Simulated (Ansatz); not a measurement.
Reactions of CH4F2OSi, SMILES `FC(F)O[SiH3]`.

Calculated with Ansatz (gas phase, PBE0-D4/def2-TZVP geometries, no zero-point term in ΔE). CCSD(T)/CBS adds triple-zeta CCSD(T) − MP2 to the extrapolated MP2 energy (def2 sets, frozen cores). This one scheme is used for every species. Functionals use def2-TZVPP. For Br, Ge outer-core shells are correlated without core-valence functions, which leaves a few kJ/mol of doubt a bond. Scalar relativity is left out up to krypton. One conformer a species, not always the lowest.

| reaction | r2SCAN-D4 (kcal/mol) | B2PLYP (kcal/mol) | ωB97M-V (kcal/mol) | CCSD/CBS(def2) (kcal/mol) | CCSD(T)/CBS(def2) (kcal/mol) |
| --- | --- | --- | --- | --- | --- |
| `FC(F)O[SiH3]` + `C[Si](O)(O)Br` → `O[Si](O)([SiH3])Br` + `COC(F)F` | 44.9 | 46.1 | 46.9 | 46.8 | 46.2 |
| `FC(F)O[SiH3]` + H–F → trifluoromethane + silanol | -0.4 | -0.2 | 0.3 | 1.4 | 1.8 |
| `FC(F)O[SiH3]` + `C=N` → `C=NC(F)O[SiH3]` + H–F | 0.1 | 0.3 | -0.1 | -1.9 | -2.6 |
| `FC(F)O[SiH3]` → `FCO[SiH2]F` | -38.8 | -41.1 | -39.4 | -42.4 | -41.9 |
| `FC(F)O[SiH3]` + `F[CH](F)[GeH3]` → `[SiH3][GeH3]` + `FC(F)OC(F)F` | 14.5 | 17.6 | 16.5 | 17.8 | 17.4 |

Largest T1 diagnostic: 0.013, for `C=NC(F)O[SiH3]`.
